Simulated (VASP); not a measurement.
Input of a VASP 6.6.1 run:

File INCAR:

```
  ALGO = Normal
  EDIFF = 1E-7
  ENCUT = 520
  GGA = PE
  ISIF = 2
  ISMEAR = 0
  LASPH = True
  LCHARG = True
  LELF = True
  LREAL = False
  LVHAR = True
  LWAVE = False
  NBANDS = 16
  NELM = 100
  PREC = Accurate
  SIGMA = 0.011
```

The input KPOINTS:

```
k-points
0
Gamma
  10 10 10
```

The input POSCAR:

```
CdO
1.0
    0.0000000000      2.3495000000      2.3495000000
    2.3495000000      0.0000000000      2.3495000000
    2.3495000000      2.3495000000      0.0000000000
Cd O
1 1
Direct
    0.0000000000      0.0000000000      0.0000000000
    0.5000000000      0.5000000000      0.5000000000
```

Potentials or basis: VASP PAW PBE potentials, release 64 (Cd, O).

The run is started by

```bash
$ cat potpaw_PBE.64/Cd/POTCAR potpaw_PBE.64/O/POTCAR > POTCAR
$ mpirun -np 1 vasp_std > vasp.out
```

(1) Estimate the pressure.

(2) Estimate the band gap on the k mesh.

Answers

(1) 7.6 GPa.

(2) none (metal or under the smearing width).

Caveat: this crystal is a semiconductor, whose small gap the functional closes, so the metal is an error of the method.
